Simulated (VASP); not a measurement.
Crystal: C.

```xyz
2
Lattice="2.1273 -1.2283 0.0000 2.1273 1.2283 0.0000 -1.3791 0.0000 3.5028" Properties=species:S:1:pos:R:3 pbc="T T T"
C    -0.6699    0.0000    3.5025
C     3.5455    0.0000    0.0003
```

This is a stacking variant of graphite.

Base run:

- Program: VASP 6.6.1
- Functional: PBE
- Potentials or basis: VASP PAW PBE potentials, release 64 (C)
- Cutoff: 520 eV
- k mesh: 19 × 19 × 12
- Occupations: fermi-dirac, width 0.05 eV
- Spin: no spin polarisation

Its results: band gap on the k mesh 0.43 eV, indirect (least direct gap 0.45 eV); pressure 4.3 GPa; largest force 0.004 eV/Å.

Task: The run is repeated on the same cell with these changes: k mesh from 19 × 19 × 12 to 16 × 16 × 10. What comes out?

Result: Band gap on the k mesh 0.62 eV, indirect (least direct gap 0.63 eV); pressure 4.2 GPa; largest force 0.004 eV/Å.

Caveats: this functional lacks dispersion, which binds the layers, so the pressure and a relaxed spacing across them are unreliable; an odd mesh through Γ misses points on the zone boundary, where band edges often lie (some runs).
